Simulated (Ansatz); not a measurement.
This is a single-point calculation with the PAW code Ansatz on BP (zincblende); the level of theory is PBE. The cell was relaxed with r2SCAN and then strained (uniaxial -1.0 % along z, other directions held), with the atoms relaxed again with r2SCAN; k points keep the names of the unstrained zone.

input.yaml:
```yaml
crystal:
  lattice:
    - [0.0, 2.2683156689, 2.2456325122]
    - [2.2683156689, 0.0, 2.2456325122]
    - [2.2683156689, 2.2683156689, 0.0]
  atoms:
    - { symbol: B, position: [0.0, 0.0, 0.0] }
    - { symbol: P, position: [0.25, 0.25, 0.25] }
kpoints:
  mp_grid: { grid: [10, 10, 10] }
  band_path:
    path:
      - [0.0, 0.0, 0.0]
      - [-0.5, -0.5, 0.0]
      - [-0.375, -0.375, 0.25]
      - [-0.375, 0.0, 0.375]
      - [0.0, 0.0, 0.5]
      - [-0.5, -0.25, 0.25]
      - [0.414062, 0.414062, 0.0]
    npoints: 1
hamiltonian:
  xc: pbe
scf:
  occupations: { method: fermi_dirac, width: 0.02 }
  n_extra_bands: 4
output:
  forces: true
  stress: true
  eigenvalues: true
  write_density: true
  write_potential: true
  elf: true
  volumetric_format: npy
```

Run as `ansatz run input.yaml --threads 2 --pin off --max-ram 29491MiB --backend cpu --events-out ev --progress --plain --runs-dir out`. It took 1.1 s on 2 threads of AMD EPYC 7R13 Processor (Zen 3), on a shared host; peak host memory 0.44 GiB.

What the program printed (shortened):
```
scf.n_extra_bands = 4 over 4 filled bands (N_el = 8.0): the run solves 8 bands
Functional definition: PBE
Crystal: 2 atoms, lattice volume = 23.109 Å³
Basis set: ecut = 420 eV, 459 PW (Γ)
Symmetry: 8 space group operations
Space group: I-4m2 (ITA 119)
k-points: 102 of 1000 (time reversal used)
preconditioner: auto → none  [insulator: Δε(μ)=1.073 eV  σ=0.020 eV  ℏωp=21.8 eV]
NSCF: frozen V_eff on 7 k-points
SCF converged after 6 iterations
Free energy (F): -912.441888 eV
Fermi energy:    10.011660 eV
--- Per-component energies (eV) ---
  E_band       = 23.043790
  E_kinetic    = 122.244285
  E_local      = -67.121737
  E_nonlocal   = 45.097637
  E_hartree    = 16.912622
  E_xc         = -95.043063
  E_vxc        = -100.770534
  E_paw        = -647.991732
  E_vpaw       = -10.231326
  E_ewald      = -286.539900
--- Stress (GPa, compression-positive) ---
        2.097593       0.000000       0.000000
        0.000000       2.097593       0.000000
        0.000000       0.000000       4.773555
  P = ⅓ Tr σ = 2.9896 GPa (29.896 kbar)
```

The file bands.tsv (bands near the Fermi energy, numbered from 0, rounded):
```tsv
# k_distance	band_0	band_1	band_2	band_3	band_4	band_5	band_6	band_7
# fermi_ev = 10.011660
# [0, 0, 0] at k_distance = 0.000000
# [-0.5, -0.5, 0] at k_distance = 1.398979
# [-0.375, -0.375, 0.25] at k_distance = 1.888647
# [-0.375, 0, 0.375] at k_distance = 2.738210
# [0, 0, 0.5] at k_distance = 3.587773
# [-0.5, -0.25, 0.25] at k_distance = 4.572066
# [0.414062, 0.414062, 0] at k_distance = 7.221668
# levels_relative_to = fermi_ev
0.000	-16.152	-0.630	-0.630	-0.532	2.786	2.843	2.843	6.940
1.399	-11.174	-9.175	-4.819	-4.819	0.643	0.960	11.577	11.577
1.889	-11.212	-8.765	-6.879	-4.204	1.455	5.297	9.173	10.098
2.738	-11.254	-8.833	-6.890	-4.096	1.585	5.485	9.172	10.091
3.588	-12.786	-9.708	-2.431	-2.302	3.230	4.069	4.185	9.565
4.572	-10.946	-8.692	-6.330	-6.120	4.675	6.115	6.659	6.845
7.222	-12.197	-7.955	-4.648	-4.648	0.541	1.530	10.709	10.709
```
In order the rows are Γ, X, U, K, L, W, Γ–X (0.83).

Planar averages along the third cell vector, from rho_z.tsv and v_z.tsv (valence density with its augmentation; electrostatic potential energy of an electron, of which only differences have a meaning):
```tsv
z (Å)	ρ (e/Å³)	v_es (eV)
0.00	0.456	-2.21
0.13	0.499	-3.99
0.27	0.526	-5.33
0.40	0.530	-6.04
0.53	0.512	-6.12
0.67	0.477	-5.69
0.80	0.434	-4.96
0.94	0.391	-3.99
1.07	0.355	-2.65
1.20	0.327	-0.83
1.34	0.305	1.40
1.47	0.285	3.82
1.60	0.264	6.12
1.74	0.243	7.99
1.87	0.225	9.26
2.00	0.213	9.94
2.14	0.209	10.17
2.27	0.214	9.98
2.41	0.228	9.24
2.54	0.251	7.89
2.67	0.281	6.04
2.81	0.317	3.96
2.94	0.360	1.86
3.07	0.407	-0.21
```

With PBE the valence top lies at Γ and the conduction bottom at Γ–X (0.83 of the way from Γ), 1.07 eV higher; the smallest vertical gap, at Γ, is 3.32 eV. Edges are sought over the mesh and the listed points. With the atoms held, the mean pressure is +2.99 GPa (compression positive).

The values are computed, spin-unpolarised, and not measurements.
